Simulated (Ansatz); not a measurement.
**Squeezing Cu (simple hexagonal type)**

```
Cu
1.0
     2.48981    0.00000    0.00000
    -1.24490    2.15624    0.00000
     0.00000    0.00000    2.42352
Cu
1
Direct
  0.00000 0.00000 0.00000
```

The cell comes from a relaxation on PAW files under the same functional, begun from a prototype that needn't be the stable phase.

Its volume is scaled, and at each volume shape and atoms are relaxed on PAW files; all methods then take that cell.

Computed with Ansatz 0.2.0; functional PBE, scalar-relativistic. Settings: a Γ-centred 17×17×16 k mesh, Fermi–Dirac smearing of 0.05 eV, no spin polarisation. Methods: LAPW: all electrons, basis error target 1 meV/atom; PAW: frozen-core files, cutoff 420 eV; crystal datasets: all electrons, by PAW datasets that the program makes for each cell; norm-conserving: pseudopotentials, cutoff 1252 eV; PAW (partial waves polarizable): frozen-core files, cutoff 420 eV.

Energies are extrapolated to zero smearing and count from the unscaled cell; pressure is positive in compression; gaps take the mesh and a band path. No temperature or zero-point motion is included.

```
V/V0  V (Å³/atom)  P LAPW (GPa)  ΔE LAPW (eV/atom)  P PAW − LAPW (GPa)  ΔE PAW − LAPW (meV/atom)  space group  shortest distance (Å)
1.00        13.01         -0.02              0.000                0.00                       0.0       P6/mmm                      ?
0.92        11.97         12.06              0.036               -0.04                      -0.1       P6/mmm                  2.350
0.84        10.93          31.8              0.173               -0.11                      -0.6       P6/mmm                  2.274
0.76         9.89          64.2              0.476               -0.21                      -1.6       P6/mmm                  2.195
0.68         8.85         118.6              1.054               -0.32                      -3.3       P6/mmm                  2.111
0.60         7.81         212.9              2.101               -0.49                      -5.8       P6/mmm                  2.021
0.52         6.77         384.5              3.984               -0.81                      -9.9       P6/mmm                  1.923
0.45         5.85         661.6              6.878               -2.74                     -18.2       P6/mmm                  1.829
```

Question: What belongs in the row "1.00", column "shortest distance (Å)"?

Answer: 2.424.

Question: Fit the Vinet equation to the LAPW pressures over the whole range, with residuals weighted by 1/(|P| + 0.03·Pmax).

Answer: V0 = 13.02 Å³/atom, B0 = 112 GPa and B0′ = 5.53, and the fit misses no point by more than 6.2 GPa. A fit over so wide a range pins B0 less well than one near rest.

Question: At the smallest volume, how far do crystal datasets and norm-conserving and PAW (partial waves polarizable) lie from LAPW in pressure?

Answer: crystal datasets: 0.00 GPa; norm-conserving: +0.22 GPa; PAW (partial waves polarizable): -2.78 GPa, on a LAPW pressure of 661.6 GPa.

Question: How do the Löwdin populations by LAPW change from the unscaled cell to the last row?

Answer: Cu 3s 1.99 → 1.95 electrons an atom. These are projections on the shells that the free atoms fill; 0.16 e a cell lies outside them at the start and 0.18 e at the end.
